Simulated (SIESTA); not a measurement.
CdO (Monteponite) under changes of volume

One of the cells (12.970 Å³/atom); the others are scaled copies at fixed shape and fractional positions:

```
Cd O
1.0
     0.00000    2.34950    2.34950
     2.34950    0.00000    2.34950
     2.34950    2.34950    0.00000
Cd O
1 1
Direct
  0.00000 0.00000 0.00000
  0.50000 0.50000 0.50000
```

```yaml
Program: SIESTA 5.4.2
Functional: PBE
Potentials_or_basis: PseudoDojo 0.4 standard (PBE files)
Basis: SZP (energy shift 0.002 Ry)
Grid_cutoff: 800 Ry
Energy_shift: 0.002 Ry
k_mesh: 10 × 10 × 10
Occupations: fermi-dirac, width 0.05 eV
Spin: no spin polarisation
```

| volume (Å³/atom) | energy over the lowest point (meV/atom) | pressure (GPa) |
| --- | --- | --- |
| 12.191 | 129.10 | 25.5 |
| 12.451 | 91.61 | 20.9 |
| 12.710 | 61.31 | 16.7 |
| 12.970 | 37.66 | 12.7 |
| 13.229 | 19.95 | 9.3 |
| 13.488 | ? | ? |
| 13.748 | 0.00 | 3.2 |

What does the run at 13.488 Å³/atom give?

Energy over the lowest point 7.48 meV/atom; pressure 6.1 GPa.

Worked out: A Birch-Murnaghan fit of order 3 (a polynomial in V^(-2/3)) to the other rows has its minimum at 14.08 Å³/atom, just outside them, with B0 = V·E''(V) = 130 GPa and B' = 4.3. It gives 7.56 meV/atom at 13.488 Å³/atom, against the run's 7.48, and -dE/dV = 6.1 GPa, against 6.1.

Energies are extrapolated to zero smearing.

Caveats: the basis of atomic orbitals isn't converged, which shifts pressures, moduli and gaps.
